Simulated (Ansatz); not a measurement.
Computed with DFT PBE, scalar-relativistic, plane waves, PAW in Ansatz. All cells share a 420 eV cutoff and Γ-centred k meshes spaced at most about 0.3 Å⁻¹ (about 0.25 or finer for metals, 2π included). No spin polarisation in the final relaxations.

Temperature and zero-point effects are left out. Lower structures may exist.

Task: Order these relaxed structures of ZnS by energy, lowest first, with the energy over the lowest of them.
A.

```
CELL_PARAMETERS angstrom
4.17591 0.00000 0.00000
0.00000 5.60987 0.00000
0.00000 0.00000 5.73244
ATOMIC_POSITIONS crystal
Zn 0.00000 0.50000 0.50000
S 0.50000 0.50000 0.50000
```

B.

```
CELL_PARAMETERS angstrom
1.92311 1.11031 9.44924
-1.92311 1.11031 9.44924
0.00000 -2.22061 9.44924
ATOMIC_POSITIONS crystal
Zn 0.99997 0.99997 0.99997
Zn 0.22225 0.22225 0.22225
Zn 0.44453 0.44453 0.44453
S 0.08330 0.08330 0.08330
S 0.52785 0.52785 0.52785
S 0.30543 0.30543 0.30543
```

C.

```
CELL_PARAMETERS angstrom
3.30858 0.00000 0.00000
0.00000 3.30858 0.00000
0.00000 0.00000 2.98492
ATOMIC_POSITIONS crystal
Zn 0.50000 0.50000 0.50000
S 0.00000 0.00000 0.00000
```

Result: B (0 meV/atom), A (903 meV/atom), C (963 meV/atom). Forms: B R3m; A Pmmm; C tetragonally distorted caesium chloride type, P4/mmm. Counting S atoms around Zn (those within 1.25 times the shortest such distance or 1.15 times the sum of covalent radii, 1.27 where that leaves under three; the shortest distance is added where it exceeds 1.18 times the sum of covalent radii): B has Zn 4; A has Zn 2; C has Zn 8 from 2.8 Å.

No dispersion correction is applied, so the spacing and binding between layers, chains or molecules are poorly described (Pmmm), and this can change margins and order among such cells. The R3m cell at 20.2 Å³/atom was relaxed from a Materials Project cell. Cells relaxed within their symmetry can be saddle points. The part of the Crystallography Open Database at hand lists ZnS in space groups No. 156, 160, 186, 216; sharing a group (R3m) doesn't make a cell the listed structure. Some types were kept out of the candidates beforehand, so the set may lack a known form.
